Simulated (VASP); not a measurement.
# InP (F-43m) in VASP: a series of runs, part 2 of 2

VASP 6.6.1. Earlier steps stand in the parts before.

## Step 3: Dielectric tensor, PBE

INCAR reads:

```
  ALGO = Normal
  EDIFF = 1E-8
  ENCUT = 300
  GGA = PE
  ISIF = 2
  ISMEAR = 0
  LASPH = True
  LCHARG = False
  LEPSILON = True
  LREAL = False
  LWAVE = False
  NELM = 100
  PREC = Accurate
  SIGMA = 0.01
```

KPOINTS reads:

```
k-points
0
Gamma
  11 11 11
```

POSCAR reads:

```
InP
1.0
    0.0000000000      2.9305000000      2.9305000000
    2.9305000000      0.0000000000      2.9305000000
    2.9305000000      2.9305000000      0.0000000000
In P
1 1
Direct
    0.0000000000      0.0000000000      0.0000000000
    0.7500000000      0.7500000000      0.7500000000
```

Potentials or basis: VASP PAW PBE potentials, release 64 (In_d, P).

The run is started by

```bash
$ cat potpaw_PBE.64/In_d/POTCAR potpaw_PBE.64/P/POTCAR > POTCAR
$ mpirun -np 1 vasp_std > vasp.out
```

OUTCAR:

```text
EDIFF = 1E-8
   ENCUT = 300
   GGA = PE
   ISIF = 2
   ISMEAR = 0
   LASPH = True
   LEPSILON = True
   LREAL = False
   NELM = 100
   PREC = Accurate

 Found     56 irreducible k-points:

 Following reciprocal coordinates:
            Coordinates               Weight
  0.000000  0.000000  0.000000      1.000000
  0.090909  0.000000  0.000000      8.000000
  0.181818  0.000000  0.000000      8.000000
  0.272727  0.000000  0.000000      8.000000
  0.363636  0.000000  0.000000      8.000000
  0.454545  0.000000  0.000000      8.000000
   k-points           NKPTS =     56   k-points in BZ     NKDIM =     56   number of bands    NBANDS=     13
   number of dos      NEDOS =    301   number of ions     NIONS =      2
   total plane-waves  NPLWV =  13824
   dimension x,y,z NGX =    24 NGY =   24 NGZ =   24
[... 233 lines left out ...]
     0.82091 -0.00014  0.00000
     0.00000  0.00000 -0.00052

 MACROSCOPIC STATIC DIELECTRIC TENSOR (including local field effects in DFT)
 ------------------------------------------------------
          12.071144    -0.000000    -0.000000
           0.000000    12.071144    -0.000000
          -0.000000     0.000000    12.071144
 ------------------------------------------------------

 PIEZOELECTRIC TENSOR (including local field effects)  for field in x, y, z        (e  Angst)
          XX          YY          ZZ          XY          YZ          ZX
  --------------------------------------------------------------------------------
  x    -0.00000    -0.00000    -0.00000     0.00000     2.58581     0.00000
  y    -0.00000     0.00000     0.00000     0.00000     0.00000     2.58581
  z    -0.00000     0.00000    -0.00000     2.58581     0.00000     0.00000

 PIEZOELECTRIC TENSOR (including local field effects)  for field in x, y, z        (C/m^2)
          XX          YY          ZZ          XY          YZ          ZX
  --------------------------------------------------------------------------------
  x    -0.00000    -0.00000    -0.00000     0.00000     0.82310     0.00000
  y    -0.00000     0.00000     0.00000     0.00000     0.00000     0.82310
  z    -0.00000     0.00000    -0.00000     0.82310     0.00000     0.00000

 BORN EFFECTIVE CHARGES (including local field effects) (in |e|, cummulative output)
 ---------------------------------------------------------------------------------
 ion    1
    1     2.56265     0.00000     0.00000
    2    -0.00000     2.56265    -0.00000
    3    -0.00000    -0.00000     2.56265
 ion    2
    1    -2.56265    -0.00000    -0.00000
    2     0.00000    -2.56265     0.00000
    3     0.00000     0.00000    -2.56265
```

OSZICAR:

```text
N       E                     dE             d eps       ncg     rms          rms(c)
DAV:   1     0.966665024610E+02    0.96667E+02   -0.64399E+03  1471   0.103E+03
DAV:   2    -0.243163323490E+01   -0.99098E+02   -0.96142E+02  1506   0.270E+02
DAV:   3    -0.865449760631E+01   -0.62229E+01   -0.61905E+01  1906   0.761E+01
[... 12 lines left out ...]
RMM:  12    -0.165299170236E+01    0.42054E-05    0.41106E-06 11366   0.834E-04    0.606E-04
RMM:  13    -0.165298836774E+01    0.33346E-05    0.18143E-07  8737   0.268E-04    0.340E-04
RMM:  14    -0.165298761845E+01    0.74929E-06   -0.10357E-08  8950   0.162E-04    0.596E-05
RMM:  15    -0.165298656794E+01    0.10505E-05   -0.37899E-07  5287   0.779E-05    0.169E-05
RMM:  16    -0.165298633963E+01    0.22831E-06   -0.98597E-08  3183   0.567E-05    0.169E-05
RMM:  17    -0.165298638901E+01   -0.49378E-07   -0.10154E-08  2264   0.525E-05    0.158E-06
```

It took 2.9 min on 1 thread of Intel Xeon Platinum 8488C (Sapphire Rapids), shared host; peak memory 0.28 GiB.

These settings aren't checked as converged: the numbers below hold their error.

Results:

```
Band gap on the k mesh                  : 0.71 eV, direct
Electronic dielectric tensor (diagonal) : 12.07
Born charges (mean of the diagonal)     : In +2.56; P -2.56 e
```

Caveat: the cutoff is under 1.25 times the usual one of these potentials, so pressure, stress and relaxed cells hold a basis-set (Pulay) error; spin-orbit coupling is left out, which moves the levels of the heavy elements.

## Step 4: Dielectric tensor, PBE

Edit INCAR of step 3 so:

```diff
@@ -2,3 +2,3 @@
   EDIFF = 1E-8
-  ENCUT = 300
+  ENCUT = 500
   GGA = PE
```

KPOINTS reads:

```
k-points
0
Gamma
  9 9 9
```

POSCAR is that of step 3.

Potentials or basis: VASP PAW PBE potentials, release 64 (In_d, P).

The run is started by

```bash
$ cat potpaw_PBE.64/In_d/POTCAR potpaw_PBE.64/P/POTCAR > POTCAR
$ mpirun -np 1 vasp_std > vasp.out
```

OUTCAR:

```text
EDIFF = 1E-8
   ENCUT = 500
   GGA = PE
   ISIF = 2
   ISMEAR = 0
   LASPH = True
   LEPSILON = True
   LREAL = False
   NELM = 100
   PREC = Accurate

 Found     35 irreducible k-points:

 Following reciprocal coordinates:
            Coordinates               Weight
  0.000000  0.000000  0.000000      1.000000
  0.111111  0.000000  0.000000      8.000000
  0.222222  0.000000  0.000000      8.000000
  0.333333  0.000000  0.000000      8.000000
  0.444444  0.000000  0.000000      8.000000
  0.111111  0.111111  0.000000      6.000000
   k-points           NKPTS =     35   k-points in BZ     NKDIM =     35   number of bands    NBANDS=     13
   number of dos      NEDOS =    301   number of ions     NIONS =      2
   total plane-waves  NPLWV =  27000
   dimension x,y,z NGX =    30 NGY =   30 NGZ =   30
   dimension x,y,z NGXF=    60 NGYF=   60 NGZF=   60
   ions per type =               1   1
   NGX,Y,Z   is equivalent  to a cutoff of  12.03, 12.03, 12.03 a.u.
   NGXF,Y,Z  is equivalent  to a cutoff of  24.07, 24.07, 24.07 a.u.
 SYSTEM =  unknown system
   PREC   = accura    normal or accurate (medium, high low for compatibility)
   ISTART =      0    job   : 0-new  1-cont  2-samecut
   ICHARG =      2    charge: 1-file 2-atom 10-const
   ISPIN  =      1    spin polarized calculation?
   LNONCOLLINEAR =      F non collinear calculations
   LSORBIT =      F    spin-orbit coupling
[... 208 lines left out ...]
  free energy    TOTEN  =        -1.83841686 eV

  energy without entropy =       -1.83841686

------------------------ aborting loop because EDIFF is reached ----------------------------------------

 PIEZOELECTRIC TENSOR FIELD DIRECTION 3  (e Angst)
 -----------------------------------------------------------------------------
    -0.00060  2.64641  0.00000           (  0.00000  0.03027  0.00000)
     2.64641 -0.00060  0.00000           (  0.03027  0.00000  0.00000)
     0.00000  0.00000 -0.00115           (  0.00000  0.00000 -0.00000)

 PIEZOELECTRIC TENSOR FIELD DIRECTION 3  (C/m^2)
 -----------------------------------------------------------------------------
    -0.00019  0.84239  0.00000
     0.84239 -0.00019  0.00000
     0.00000  0.00000 -0.00037

 MACROSCOPIC STATIC DIELECTRIC TENSOR (including local field effects in DFT)
 ------------------------------------------------------
          13.351113    -0.000000     0.000000
          -0.000000    13.351113    -0.000000
           0.000000    -0.000000    13.351113
 ------------------------------------------------------

 PIEZOELECTRIC TENSOR (including local field effects)  for field in x, y, z        (e  Angst)
          XX          YY          ZZ          XY          YZ          ZX
  --------------------------------------------------------------------------------
  x    -0.00000    -0.00000    -0.00000     0.00000     2.65569     0.00000
  y     0.00000    -0.00000    -0.00000     0.00000     0.00000     2.65569
  z     0.00000    -0.00000     0.00000     2.65569     0.00000     0.00000

 PIEZOELECTRIC TENSOR (including local field effects)  for field in x, y, z        (C/m^2)
          XX          YY          ZZ          XY          YZ          ZX
  --------------------------------------------------------------------------------
  x    -0.00000    -0.00000    -0.00000     0.00000     0.84534     0.00000
  y     0.00000    -0.00000    -0.00000     0.00000     0.00000     0.84534
  z     0.00000    -0.00000     0.00000     0.84534     0.00000     0.00000

 BORN EFFECTIVE CHARGES (including local field effects) (in |e|, cummulative output)
 ---------------------------------------------------------------------------------
 ion    1
    1     2.60190    -0.00000    -0.00000
    2     0.00000     2.60190     0.00000
    3    -0.00000     0.00000     2.60190
 ion    2
    1    -2.60190     0.00000     0.00000
    2     0.00000    -2.60190    -0.00000
    3     0.00000     0.00000    -2.60190
```

Run time: 5.2 min. Hardware: 1 thread of Intel Xeon Platinum 8488C (Sapphire Rapids), shared host; peak memory 0.34 GiB.

The run converged, but some of its settings lie outside the range that counts as converged, so its numbers aren't taken as properties of the crystal.

What came out:

| Quantity | Value |
| --- | --- |
| Band gap on the k mesh | 0.71 eV, direct |
| Electronic dielectric tensor (diagonal) | 13.35 |
| Born charges (mean of the diagonal) | In +2.60; P -2.60 e |

Caveat: spin-orbit coupling is left out, which moves the levels of the heavy elements.

## Step 5: For comparison

An earlier run on the cell as given: functional PBEsol; potentials or basis VASP PAW PBE potentials, release 64 (In_d, P); cutoff 520 eV; k mesh 8 × 8 × 8; occupations fermi-dirac, width 0.05 eV; no spin polarisation.

* Pressure: 0.6 GPa
* Band gap on the k mesh: 0.61 eV, direct
